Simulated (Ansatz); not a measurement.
# TaN/MoS2/Mg: predicting the conductance of a thicker barrier

How it was computed: Ansatz 0.2.0, plane waves with PAW datasets, PBE. Interfaces are relaxed in a short slab (with D3(BJ) where the barrier is layered), set between ideal electrode layers that go on as semi-infinite leads, and the zero-bias conductance G at 300 K comes from T(E) on a typed mesh. The error is the largest of the program's estimates from energy step, mesh, the leads' potential steps and neutrality; its separate bound for narrow resonances between the energies solved isn't counted and can be far larger. The lower electrode is TaN (rock salt 111), the upper Mg (hcp 0001) and the barrier MoS2 (3R layers), on a net of side 3.17 Å; d is the distance between the electrodes' last planes.

The runs shown:

| planes in the barrier | d (Å) | G (S/m²) | error (%) | lead step (meV) |
| --- | --- | --- | --- | --- |
| 3 | 7.21 | 3.75e14 | 28 | 46 |
| 6 | 13.13 | 3.69e13 | 72 | 43 |
| 9 | 19.06 | 2.29e12 | 80 | 43 |

Task: A further run has 12 planes, d = 24.98 Å. Fit G ∝ exp(−βd) to the rows shown and predict its conductance.

A: Take y = ln G: 33.56, 31.24 and 28.46. The means are d = 13.13 Å and y = 31.09; Σ(Δd Δy) = −30.22 and Σ(Δd)² = 70.21, so the slope is −0.430 Å⁻¹ (β = 0.430 Å⁻¹). At d = 24.98 Å, y = 31.09 − 0.430 × 11.85 = 25.99, or G = 1.93e11 S/m².

Check: The run gave 1.30e11 S/m², with an error estimate of 90 % and a lead step of 43 meV. The prediction is 1.48 times that, too high by 48 %. That lies within the runs' own error estimates, carried through the fit.

Caveats: The interfaces are ideal, one cell wide, strained to a common net and relaxed from one registry with their symmetry kept. PBE's gaps are too small, so true decay constants are likely larger where the Fermi level lies deep in a gap. No spin-orbit coupling, phonons, disorder or image charges enter. The rows shown are chosen by tests on error estimates (under 100 to 120 %), lead steps (under 150 meV, though the program warns over 25), intact interfaces and, for fits, a steady trend in the rows shown; the data set holds 414 series of this kind, and not all pass.
